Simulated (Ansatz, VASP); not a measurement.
## Two plane-wave programs on SnTe

```
Sn Te
1.0
     0.00000    3.61115    3.61115
     3.61115    0.00000    3.61115
     3.61115    3.61115    0.00000
Sn Te
1 1
Direct
  0.00000 0.00000 0.00000
  0.75000 0.75000 0.75000
```

Alike in both runs: functional PBE; k mesh 8 × 8 × 8; occupations gaussian, width 0.01 eV; no spin polarisation.

Ansatz relaxed the structure, and its values are those at the end. VASP's run is a single point on that final structure, the one shown.

|  | VASP | Ansatz |
| --- | --- | --- |
| version | VASP 6.6.1 | Ansatz 0.2.0 |
| potentials or method | VASP PAW PBE potentials, release 64 (Sn_d, Te) | scalar-relativistic, plane waves, PAW |
| plane-wave cutoff (eV) | 520 | 420 |
| valence electrons in the cell | 20 | 30 |

|  | VASP | Ansatz | Ansatz less VASP |
| --- | --- | --- | --- |
| gap on the k mesh at the Fermi level (eV) | 0.09 | 0.09 | +0.002 |
| least direct gap on the mesh (eV) | 0.80 | 0.80 | +0.001 |
| pressure (GPa) | -0.1 | 0.0 | +0.01 |

The two sets of potentials don't hold the same shells in valence.

Caveats: spin-orbit coupling is left out, which moves the levels of the heavy elements.
